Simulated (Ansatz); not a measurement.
# ZrS (Fm-3m) in Ansatz: single point with PBEsol

Aim: the single point of ZrS with PBEsol.

Everything below comes from runs of Ansatz 0.2.0. Logs are shortened: lines on timing, memory, paths and dates and some standing lists are left out, and cuts for length are marked.

### Step 1. Starting point

Symmetry: Fm-3m, No. 225, cubic system. Conventional cell: a = 5.250 Å, b = 5.250 Å, c = 5.250 Å, α = 90.00°, β = 90.00°, γ = 90.00°. Zr (site symmetry m-3m) has 6 S at 2.62 Å as nearest neighbours. Around S (site symmetry m-3m) lie 6 Zr at 2.62 Å.

### Step 2. Single point, PBEsol

input.yaml

```yaml
crystal:
  lattice:
    - [0.0, 2.625, 2.625]
    - [2.625, 0.0, 2.625]
    - [2.625, 2.625, 0.0]
  atoms:
    - { symbol: Zr, position: [0.0, 0.0, 0.0] }
    - { symbol: S, position: [0.5, 0.5, 0.5] }
hamiltonian:
  xc: pbesol
  pseudopotentials: { kind: paw }
kpoints:
  mp_grid: { grid: [9, 9, 9] }
scf:
  occupations: { method: gaussian, width: 0.05 }
output:
  forces: true
  stress: true
  eigenvalues: true
```

Potentials or basis: Ansatz PAW.

Launch:

```console
ansatz run input.yaml --threads 2 --pin off --max-ram 5632MiB --backend cpu --events-out ev --progress --plain --runs-dir out
```

Standard output:

```text
Warning: RAYON_NUM_THREADS=2 ignored (pool sized by the plan → 2); use --threads N
Engine: ansatz 0.2.0, aarch64-unknown-linux-gnu
Pseudopotentials: kind: paw
Pseudopotential: Zr, paw, valence charge 12, recommended cutoff 420 eV (normal), Zr.paw.azcp
Pseudopotential: S, paw, valence charge 6, recommended cutoff 420 eV (normal), S.paw.azcp
Functional definition: PBEsol
  exchange = pbesol_x
  correlation = pbesol_c
Crystal: 2 atoms, lattice volume = 36.176 Å³
Basis set: ecut = 420 eV, 725 PW (Γ), exchange–correlation on 50×50×50 points (8 copies of the dense FFT grid, shifted against one another)
Bands: 13, of which v1, the nominal top of the filled ones, is band 9 counted from 1 (8 counted from 0)
Symmetry: 48 space group operations
Space group: Fm-3m (ITA 225), of the structure as read, at distance tolerance 3.3e-5 Å
k-points: 35 of 729
Non-local potential: Zr, projectors of the file, l = 0: 3, l = 1: 2, l = 2: 2, l = 3: 2
Non-local potential: S, projectors of the file, l = 0: 2, l = 1: 2, l = 2: 2
PAW form: soft (Blöchl's): semilocal exchange-correlation on the pseudo side does not see the compensation charge
PAW frozen core: Zr, regenerated for the run's functional, and the local potential with it (the file was generated under x = pbe(κ = 0.804, μ = 0.2195149727645171), c = pbe(β = 0.06672455060314922))
PAW frozen core: S, regenerated for the run's functional, and the local potential with it (the file was generated under x = pbe(κ = 0.804, μ = 0.2195149727645171), c = pbe(β = 0.06672455060314922))
PAW one-centre angular grid: Zr, 590 points (default); XC on 64 Gauss nodes
PAW one-centre angular grid: S, 110 points (default); XC on 64 Gauss nodes
Initial density: superposition of atomic densities (neutral atoms: chi_scale 0, normalization atom), corrected by the library's trained network
Initial wavefunctions: pseudopotential atomic-orbital guess
Functional: x = pbesol(κ = 0.804, μ = 0.12345679012345678), c = pbesol(β = 0.046)
SCF iter   1: F=—  HF=-5016.569609 eV  |F-HF|=—  |Δ(HF+E_count)|=         —  Δρ=4.29e-3  dr2=7.85e-3  ethr=1.77e-3  ⟨swp⟩=5.3  Hψ=5688  notcnv=0
automatic band count: the SCF goes on with 17 bands, as 13 were too few: the levels above may hold too much charge
preconditioner: auto → none  [insulator: Δε(μ)=0.122 eV  Ē_g=11.406 eV  σ=0.050 eV  W_gap=0.68  n_scr=14 (ndim 8)  ℏωp=19.5 eV  f_vac=0.000  D(μ)=1.47/eV (n_scr^D=14)  ε∞_Penn≈3.9]
SCF iter   2: F=—  HF=-5016.565455 eV  |F-HF|=—  |Δ(HF+E_count)|=   4.15e-3  Δρ=2.06e-3  dr2=1.66e-3  ethr=4.36e-5  ⟨swp⟩=2.0  Hψ=1070  notcnv=0  defer=25
SCF iter   3: F=—  HF=-5016.565167 eV  |F-HF|=—  |Δ(HF+E_count)|=   2.88e-4  Δρ=3.48e-4  dr2=4.63e-5  ethr=9.22e-6  ⟨swp⟩=2.1  Hψ=685  notcnv=0  defer=25
SCF iter   4: F=—  HF=-5016.565175 eV  |F-HF|=—  |Δ(HF+E_count)|=   8.34e-6  Δρ=2.10e-4  dr2=1.85e-5  ethr=2.57e-7  ⟨swp⟩=2.0  Hψ=822  notcnv=0  defer=25
SCF iter   5: F=—  HF=-5016.565169 eV  |F-HF|=—  |Δ(HF+E_count)|=   6.39e-6  Δρ=8.77e-5  dr2=3.33e-6  ethr=1.03e-7  ⟨swp⟩=2.5  Hψ=796  notcnv=0  defer=25
SCF iter   6: F=—  HF=-5016.565168 eV  |F-HF|=—  |Δ(HF+E_count)|=   1.28e-6  Δρ=2.17e-5  dr2=2.02e-7  ethr=1.85e-8  ⟨swp⟩=2.6  Hψ=764  notcnv=0  defer=25
SCF iter   7: F=-5016.565168 eV  HF=-5016.565168 eV  |F-HF|=2.59e-9  |Δ(HF+E_count)|=   8.04e-8  Δρ=2.94e-6  dr2=3.69e-9  ethr=5.56e-10  ⟨swp⟩=7.3  Hψ=2342  notcnv=0
SCF 1 converged in 7 iterations: F = -5016.565168 eV  dr2 = 3.69e-9
SCF converged after 7 iterations
Free energy (F): -5016.565168 eV
Harris-Foulkes:  -5016.565168 eV  (|F-HF|=2.59e-9)
Internal energy: -5016.563330 eV  (E = F + TS)
E sigma→0 (E₀):  -5016.564249 eV
Entropy (-TS):   -0.001838 eV (-0.919 meV/atom)
Fermi energy:    14.424623 eV
--- Per-component energies (eV) ---
  E_band       = -74.111435
  E_kinetic    = 443.590925
  E_local      = -699.766801  (includes V_loc(G=0)·N_el)
  E_nonlocal   = 109.490323
  E_hartree    = 219.744016
  E_xc         = -258.542204
  E_vxc        = -280.421960  (∫ρ·V_xc dr)
  E_paw        = -3484.327818  (= ΣΔE_a)
  E_vpaw       = -86.493376  (= ΣTr[D̂ρ^β])
  E_aug_tail   = 0.000025  (compensation charges beyond the density's cutoff)
  E_ewald      = -1346.979466
  E_core_change = 0.227670  (= ΣΔE_core)
  E_smearing   = -0.001838  (= −TS)
  E_closure    = 0.000000  (closes the sum)
  Σ components = -5016.565168   (vs F -5016.565168, Δ=0.00e0)
--- Forces (eV/Å), atoms counted from 1 ---
  atom   1  Zr    -0.00000000     0.00000000     0.00000000
  atom   2  S      0.00000000    -0.00000000    -0.00000000
  max |Σ_I F_I| component: 2.50e-30 eV/Å
--- Stress (GPa, compression-positive) ---
       -6.522865       0.000000       0.000000
        0.000000      -6.522865      -0.000000
        0.000000      -0.000000      -6.522865
  P = ⅓ Tr σ = -6.5229 GPa (-65.229 kbar)
--- Band table (eV; the first three rows and the last of 35) ---
  k-point 0: bands = ["-35.4229", "-13.4131", "-13.4131", "-13.4131", "-1.3418", "10.9709", "10.9709", "10.9709", "13.1092", "13.1092", "13.1092", "13.7781", "13.7781", "16.2688", "21.6046", "26.6182", "26.6182"]
  k-point 1: bands = ["-35.4198", "-13.4556", "-13.4167", "-13.4167", "-1.1864", "10.1121", "10.4177", "10.4177", "13.3696", "13.3696", "13.4101", "14.5523", "14.5523", "16.9623", "22.0965", "25.6988", "26.0143"]
  k-point 2: bands = ["-35.4121", "-13.5610", "-13.4258", "-13.4258", "-0.7694", "8.6414", "9.5593", "9.5593", "13.8461", "14.0043", "14.0043", "16.1652", "16.1652", "18.3174", "22.5331", "24.3499", "24.3499"]
  k-point 34: bands = ["-35.3890", "-13.6294", "-13.5859", "-13.5235", "-0.1728", "8.0870", "8.6695", "8.6871", "14.0434", "14.9779", "16.2400", "16.8053", "17.1009", "21.2681", "22.0238", "22.6641", "23.7683"]
```

Wall time 0.97 s (2 threads of Arm Neoverse V1, shared host); peak memory 0.3 GiB.

Results:

| Property | Result |
| --- | --- |
| Free energy | -5016.5652 eV |
| Pressure | -6.5 GPa |
| Band gap on the k mesh | none (metal or under the smearing width) |

Caveat: the PAW data sets come from PBE, with cores solved anew for the run's functional, which leaves a small shift of forces and pressure.
